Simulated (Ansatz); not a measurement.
## Ti: energy along a strain

Ti, P6_3/mmc, a = 2.950 Å, c = 4.686 Å (as given, not relaxed at this level: -1.6 GPa). Ansatz: PBE, PAW, 420 eV, Γ-centred 18×18×10 mesh on 2 atoms, Gaussian smearing 0.15 eV; no spin polarisation. Cell vectors (Å): 2.950 0.000 0.000; -1.475 2.555 0.000; 0.000 0.000 4.686. The cell is strained by x per cent times the pattern (0 0 0 0 0 1) in the order xx yy zz yz xz xy (engineering shears), with fractional coordinates held. y is the free energy over the start, V0 = 17.658 Å³/atom. Symmetry makes y even in x.

```
x (%) y (meV/atom)
-6.00         12.24
-3.00          3.10
 0.00          0.00
 0.75          0.19
 1.50          0.78
 2.25          1.75
 3.75             ?
 4.50          6.94
 5.25          9.41
```

**Question.** Fit y = c2 x² + c4 x⁴ to the other rows, get the stiffness along the pattern, and predict the missing energy.

**Answer.** Least squares on the rows shown. y = 0.3462 x² − 0.0001712 x⁴. The clamped-ion stiffness p·C·p = 2 × 3.462 eV × 160.2 / 17.658 Å³ = 63 GPa, which is C66 in these axes (second derivative at the start, which stands under stress). At x = 3.75 the fit asked for gives 4.83 meV/atom. The run gave 4.83 meV/atom, the same to the digits shown.